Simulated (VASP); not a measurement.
**SnSe: relaxation of cell and atoms with LDA**

Crystal: SnSe.

```
CELL_PARAMETERS angstrom
0.00000 2.98877 2.98877
2.98877 0.00000 2.98877
2.98877 2.98877 0.00000
ATOMIC_POSITIONS crystal
Sn 0.00000 0.00000 0.00000
Se 0.50000 0.50000 0.50000
```

Measurements of this composition are mostly on another form, of space group No. 62.

```yaml
Program: VASP 6.6.1
Task: relaxation of cell and atoms
Functional: LDA
Potentials_or_basis: VASP PAW LDA potentials, release 64 (Sn_d, Se)
Cutoff: 600 eV
k_mesh: 10 × 10 × 10
Occupations: gaussian, width 0.02 eV
Spin: no spin polarisation
Dipole_correction: no
Further_INCAR_settings: ALGO = Normal; EDIFF = 1e-07; IBRION = 2; EDIFFG = -0.005; NSW = 70; ISIF = 3
```

- Relaxed volume: 25.69 Å³/atom
- Relaxed cell: a = 4.173 Å, b = 4.173 Å, c = 4.173 Å, α = 60.00°, β = 60.00°, γ = 60.00°
- Space group after relaxing (to 0.05 Å): Fm-3m (No. 225)
- Energy gained by relaxing: 7.0 meV/atom
- Ionic steps: 3
- Pressure after relaxing: 0.0 GPa
- Band gap on the k mesh: 0.43 eV, indirect (least direct gap 0.57 eV)

The path:
```tsv
step	energy change (eV)	largest force (eV/Å)	pressure (GPa)	volume (Å³)
1	0.0000	0.0000	-2.14	53.40
2	-0.0121	0.0000	0.83	50.69
3	-0.0139	0.0000	-0.01	51.38
```

Final structure:
```yaml
crystal:
  lattice:
    - [0.00000, 2.95059, 2.95059]
    - [2.95059, 0.00000, 2.95059]
    - [2.95059, 2.95059, 0.00000]
  atoms:
    - { symbol: Sn, position: [0.00000, 0.00000, 0.00000] }
    - { symbol: Se, position: [0.50000, 0.50000, 0.50000] }
```

Levels at points of the mesh, in eV from the valence-band top:
| k point | band 7 | band 8 | band 9 | band 10 | band 11 | band 12 | band 13 | band 14 |
| --- | --- | --- | --- | --- | --- | --- | --- | --- |
| (0.00, 0.00, 0.00) | -4.99 | -2.34 | -2.34 | -2.34 | 4.44 | 4.44 | 4.44 | 5.79 |
| (0.50, 0.00, 0.00) | -8.42 | -2.07 | -2.07 | -0.14 | 0.76 | 1.14 | 1.14 | 8.32 |
| (0.50, 0.50, 0.00) | -6.13 | -5.90 | -3.91 | -3.91 | 2.78 | 5.59 | 5.59 | 6.27 |

It took 97 s on 1 thread of Intel(R) Xeon(R) Platinum 8375C CPU @ 2.90GHz (Ice Lake) (shared host), peak memory 0.21 GiB.

Caveat: spin-orbit coupling is left out, which moves the levels of the heavy elements. Zero-point motion and thermal expansion aren't in these numbers.
